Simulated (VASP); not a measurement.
Si, 1 atom in the cell. It takes space group P6/mmm (No. 191, hexagonal). Conventional cell: a = 2.621 Å, b = 2.621 Å, c = 2.466 Å, α = 90.00°, β = 90.00°, γ = 120.00°. Si (site symmetry 6/mmm) is surrounded by 8 Si at 2.47 to 2.62 Å. This isn't the form of Si at room conditions, which is diamond.

* Program: VASP 6.6.1
* Task: relaxation of cell and atoms
* Functional: RPBE
* Potentials or basis: VASP PAW PBE potentials, release 64 (Si)
* Cutoff: 600 eV
* k mesh: 12 × 12 × 11
* Occupations: fermi-dirac, width 0.05 eV
* Spin: no spin polarisation
* Further INCAR settings: ALGO = Normal; EDIFF = 1e-06; IBRION = 2; EDIFFG = -0.02; NSW = 40; ISIF = 3

Potentials or basis: VASP PAW PBE potentials, release 64 (Si).

The run is started by

```sh
$ cat potpaw_PBE.64/Si/POTCAR > POTCAR
$ mpirun -np 1 vasp_std > vasp.out
```

Hardware: 1 thread of AMD EPYC 9R45 (Zen 5), on a shared host.

Q: How long does it take, and how much memory?

A: Wall time 17 s on 1 thread of AMD EPYC 9R45 (Zen 5), on a shared host, peak memory 0.1 GiB. Counts: scf iterations 30, k points 114, ion steps 6.
